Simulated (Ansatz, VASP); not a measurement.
**Pt: VASP beside Ansatz**

```
CELL_PARAMETERS angstrom
0.00000 1.87794 1.87794
1.87794 0.00000 1.87794
1.87794 1.87794 0.00000
ATOMIC_POSITIONS crystal
Pt 0.00000 0.00000 0.00000
```

Change from the starting cell: volume scaled by 0.88, LAPW.

Alike in both runs: task single point; functional PBEsol; k mesh 18 × 18 × 18; occupations fermi-dirac, width 0.08 eV; no spin polarisation.

|  | VASP | Ansatz |
| --- | --- | --- |
| version | VASP 6.6.1 | Ansatz 0.2.0 |
| potentials or method | VASP PAW PBE potentials, release 64 (Pt), cutoff 520 eV | all-electron LAPW, scalar-relativistic |

VASP gave:

```
pressure (GPa) : 51.0
```

Q: What did Ansatz give for the same quantities?

A: Pressure (GPa): 51.2.

Ansatz ran all-electron here, so the differences hold the error of VASP's frozen core and of both bases.

Caveats: so large a pressure means that the cell lies far from this level's equilibrium, or that cutoff or potentials fall short (VASP); the potentials were made for another functional, which shifts forces and pressure (VASP). The runs have no spin-orbit coupling, so splittings on Pt are missing.
